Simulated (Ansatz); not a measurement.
Crystal: ZnSe (Stilleite).

```
Se Zn
1.0
     0.00000    2.83380    2.83380
     2.83380    0.00000    2.83380
     2.83380    2.83380    0.00000
Se Zn
1 1
Direct
  0.75000 0.75000 0.75000
  0.00000 0.00000 0.00000
```

Base run:

| Quantity | Value |
| --- | --- |
| Program | Ansatz 0.2.0 |
| Functional | PBE |
| Potentials or basis | Ansatz PAW soft_1 |
| Cutoff | 420 eV |
| Density cutoff | 1680 eV |
| k mesh | 8 × 8 × 8 |
| Occupations | fermi-dirac, width 0.05 eV |
| Spin | no spin polarisation |

Its results: band gap on the k mesh 1.28 eV, direct; pressure 2.1 GPa.

**Question.** The run is repeated on the same cell with these changes: functional from PBE to LDA; potentials or basis from Ansatz PAW soft_1 to JTH PAW LDA; cutoff from 420 eV to 960 eV; density cutoff from 1680 eV to 4800 eV; valence electrons from 28 to 18. What comes out?

**Answer.** Band gap on the k mesh 1.03 eV, direct; pressure -3.4 GPa.

Not every run made on this cell is shown here.
